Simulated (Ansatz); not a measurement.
**GaN: course of a relaxation**

Method: DFT PBE, scalar-relativistic, plane waves, PAW in Ansatz. Run with 420 eV cutoff, 10×10×10 k-mesh, Gaussian smearing of 0.02 eV, no spin polarisation.

What was changed: relaxed at -2 GPa.

Command:

```bash
ansatz run input.yaml --threads 1 --pin off --max-ram 2560MiB --backend cpu --events-out ev --progress --plain --runs-dir out
```

Input:

```yaml
crystal:
  lattice:
    - [0.0, 2.288891844, 2.288891844]
    - [2.288891844, 0.0, 2.288891844]
    - [2.288891844, 2.288891844, 0.0]
  atoms:
    - { symbol: Ga, position: [0.0, 0.0, 0.0] }
    - { symbol: "N", position: [0.75, 0.75, 0.75] }
basis:
  ecutwfc: 420
kpoints:
  mp_grid: { grid: [10, 10, 10] }
hamiltonian:
  xc: pbe
scf:
  occupations: { method: gaussian, width: 0.02 }
output:
  forces: true
  stress: true
  eigenvalues: true
relax:
  adjacent_minimum: "off"
  f_tol: 0.008
  max_steps: 50
  cell: { stress_tol: 0.08, p_target: -2.0 }
```

F is the free energy. Steps run on the plane waves of an earlier cell, but the last one, and at times one on the way, on a freshly chosen basis, so a repeated geometry can differ a little in energy. The relaxation lowers the enthalpy F + PV at the target pressure, so F itself can rise.

Steps:

| step | F − F(1) (eV) | largest force component (eV/Å) | V (Å³/atom) | P (GPa) |
| --- | --- | --- | --- | --- |
| 1 | 0.0000 | 0.000 | 11.992 | -3.17 |
| 2 | -0.0021 | 0.000 | 11.941 | -2.48 |
| 3 | -0.0033 | 0.000 | 11.906 | -1.99 |
| 4 | -0.0027 | 0.000 | 11.906 | -2.02 |

Relaxed structure:

```cif
data_structure
_symmetry_space_group_name_H-M 'P 1'
_symmetry_Int_Tables_number 1
_cell_length_a 3.2293
_cell_length_b 3.2293
_cell_length_c 3.2293
_cell_angle_alpha 60.000
_cell_angle_beta 60.000
_cell_angle_gamma 60.000
_cell_volume 23.81
loop_
_atom_site_label
_atom_site_type_symbol
_atom_site_fract_x
_atom_site_fract_y
_atom_site_fract_z
_atom_site_occupancy
Ga1 Ga 0.00000 0.00000 0.00000 1
N1 N 0.75000 0.75000 0.75000 1
```

The structure is cubic, space group F-43m (No. 216). The conventional cell has a = 4.567 Å, b = 4.567 Å, c = 4.567 Å, α = 90.00°, β = 90.00°, γ = 90.00°. Ga (site symmetry -43m) has 4 N at 1.98 Å as nearest neighbours. Around N (site symmetry -43m) lie 4 Ga at 1.98 Å.

The run converged. The run took 6.8 s on 1 thread of Arm Neoverse V2, with other jobs on the host, peak memory 0.3 GiB.